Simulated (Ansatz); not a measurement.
ZnS: a vibration from a frozen displacement

Theory: DFT r2SCAN, scalar-relativistic, plane waves, PAW (Ansatz). The runs took a 500 eV cutoff, a Γ-centred 4×4×4 mesh and Gaussian smearing (0.05 eV). No spin polarisation. Energies are free energies at this smearing, counted from the undisturbed cell; pressure is positive in compression.

Reference structure (relaxed at this level):

```
Zn S
1.0
     5.38903    0.00000    0.00000
     0.00000   -5.38903    0.00000
     0.00000    0.00000   -5.38903
Zn S
4 4
Direct
  0.00000 0.00000 0.00000
  0.50000 0.50000 0.00000
  0.50000 0.00000 0.50000
  0.00000 0.50000 0.50000
  0.75000 0.75000 0.75000
  0.25000 0.25000 0.75000
  0.25000 0.75000 0.25000
  0.75000 0.25000 0.25000
```

Atom 1 (Zn) is moved by x along the Cartesian unit vector (0.707, -0.707, 0.000); the cell and all other atoms stay fixed. The cell's volume is 156.51 Å³; the moved atoms weigh 65.380 u together and the others 324.380 u. Some rows repeat others by symmetry and weren't run.

```csv
x (Å),ΔE (meV/cell),total force on the moved atoms along the move (eV/Å),pressure (GPa)
-0.3000,332.97,2.3677,0.8692
-0.2625,250.93,2.0116,0.6605
-0.2250,181.80,1.6791,0.4824
-0.1875,124.74,1.3673,0.3337
-0.1500,79.04,1.0727,0.2133
-0.1125,44.11,0.7922,0.1208
-0.0750,19.49,0.5223,0.0552
-0.0375,4.86,0.2594,0.0160
0.0000,0.00,0.0000,0.0029
0.0375,4.86,-0.2594,0.0160
0.0750,19.49,-0.5223,0.0552
0.1125,44.11,-0.7922,0.1208
0.1500,79.04,-1.0727,0.2133
0.1875,124.74,-1.3673,0.3337
0.2250,181.80,-1.6791,0.4824
0.2625,250.93,-2.0116,0.6605
0.3000,332.97,-2.3677,0.8692
```

Task: What frequency belongs to this motion?

Result: The force constant is k = −dF/dx = 6.916 eV/Å², from the parabola through x = -0.0375, 0 and 0.0375. In every cell the moved atoms swing against the rest, so the mass is μ = m₁m₂/(m₁ + m₂) = 54.413 u, and ν̃ = 521.5 cm⁻¹ × √(|k|/μ) = 186 cm⁻¹. The pattern needn't be a normal mode: ν̃² is then a weighted mean of the squared nonzero frequencies at the zone centre of this cell, taken without macroscopic field, so it lies between the lowest and the highest of them.

Task: How far does the harmonic law reach?

Result: At x = -0.300 Å, kx²/2 = 311.24 meV against the computed 332.97 meV (+7.0 %): the well is still close to harmonic there.

Task: The pressure changes with x². What does that say about the frequency under compression?

Result: With E = k(V)x²/2, k ∝ V^(−2γ) and x scaling with the cell as V^(1/3), P − P0 = −∂E/∂V = (2γ − 2/3) ΔE/V. At x = 0.0750 Å, V(P − P0) = 156.51 × 0.05225 / 160.2 eV = 51.04 meV and ΔE = 19.49 meV, so γ = 1/3 + V(P − P0)/(2ΔE) = 1.64. This is the Grüneisen parameter of the motion under uniform scaling of the cell: shrinking the cell evenly by 1 % in volume raises the frequency by about 1.64 %.

Cost: 9 runs of about 4.9 core-minutes in all, on Intel Xeon Processor @ 2.70GHz (shared hosts).